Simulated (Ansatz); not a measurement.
**BN: zone-centre modes at 50 GPa**

These are results of DFT PBEsol, scalar-relativistic, plane waves, PAW (Ansatz 0.2.0), not measurements. Settings: 420 eV plane-wave cutoff, Γ-centred 14×14×14 mesh, fixed occupations. No spin polarisation. Phonons by linear response, acoustic sum rule imposed.

The cell, relaxed at 50 GPa:
```yaml
crystal:
  lattice:
    - [2.45049, 0.00161, -0.22107]
    - [-1.21667, 2.12711, 0.22104]
    - [-1.04778, -0.81460, 2.07180]
  atoms:
    - { symbol: B, position: [0.07407, 0.03294, 0.11840] }
    - { symbol: N, position: [0.57407, 0.28294, 0.86840] }
```

Other phases may be more stable at this pressure.

Task: Give the high-frequency dielectric tensor ε∞.

Result:
```
4.54 0.00 0.00
0.00 4.54 0.00
0.00 0.00 4.54
```

Task: Give the Born effective charges.

Result:
```
      atom Z*xx Z*yy Z*zz mean
B (atom 1)   1.85   1.85   1.85   1.85
N (atom 2)  -1.85  -1.85  -1.85  -1.85
```

Task: How large is the static dielectric tensor with the ions free to move, and what share of it is ionic?

Result:
```
6.4 0.0 0.0
0.0 6.4 0.0
0.0 0.0 6.4
```
The ions give 29 % of its trace.

Cost: 1 run of about 1.7 core-minutes, on Arm Neoverse V1 (shared hosts).